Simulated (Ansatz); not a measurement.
## Relaxation of HgTe

Level of theory: Ansatz 0.2.0, DFT PBE, scalar-relativistic, plane waves, PAW. Settings: 420 eV cutoff, 12×12×12 k-mesh, Gaussian smearing of 0.10 eV, no spin polarisation.

What was changed: relaxed at 5 GPa.

Spin–orbit coupling is left out, which can shift energies with elements as heavy as these.

Command:

```bash
ansatz run input.yaml --threads 1 --pin off --max-ram 1331MiB --backend cpu --events-out ev --progress --plain --runs-dir out
```

Input:

```yaml
crystal:
  lattice:
    - [0.0, 3.1971877575, 3.1971877575]
    - [3.1971877575, 0.0, 3.1971877575]
    - [3.1971877575, 3.1971877575, 0.0]
  atoms:
    - { symbol: Hg, position: [0.0, 0.0, 0.0] }
    - { symbol: Te, position: [0.25, 0.25, 0.25] }
basis:
  ecutwfc: 420
kpoints:
  mp_grid: { grid: [12, 12, 12] }
hamiltonian:
  xc: pbe
scf:
  occupations: { method: gaussian, width: 0.1 }
output:
  forces: true
  stress: true
  eigenvalues: true
relax:
  adjacent_minimum: "off"
  f_tol: 0.008
  max_steps: 50
  cell: { stress_tol: 0.08, p_target: 5.0 }
```

F is the free energy. Steps run on the plane waves of an earlier cell, but the last one, and at times one on the way, on a freshly chosen basis, so a repeated geometry can differ a little in energy. The relaxation lowers the enthalpy F + PV at the target pressure, so F itself can rise.

Steps:

| step | F − F(1) (eV) | largest force component (eV/Å) | V (Å³/atom) | P (GPa) |
| --- | --- | --- | --- | --- |
| 1 | 0.0000 | 0.000 | 32.682 | 5.47 |
| 2 | -0.0334 | 0.000 | 33.223 | 4.51 |
| 3 | -0.0171 | 0.000 | 32.946 | 4.99 |
| 4 | -0.0172 | 0.000 | 32.946 | 4.99 |

Relaxed structure:

```xyz
2
Lattice="0.0000 3.2058 3.2058 3.2058 0.0000 3.2058 3.2058 3.2058 0.0000" Properties=species:S:1:pos:R:3 pbc="T T T"
Hg    0.0000    0.0000    0.0000
Te    1.6029    1.6029    1.6029
```

The structure is cubic, space group F-43m (No. 216). Conventional cell: a = 6.412 Å, b = 6.412 Å, c = 6.412 Å, α = 90.00°, β = 90.00°, γ = 90.00°. Around Hg (site symmetry -43m) lie 4 Te at 2.78 Å. Te (site symmetry -43m) is surrounded by 4 Hg at 2.78 Å.

The run converged. Time: 77 s on 1 thread of Arm Neoverse N1 (shared host), peak memory 0.49 GiB.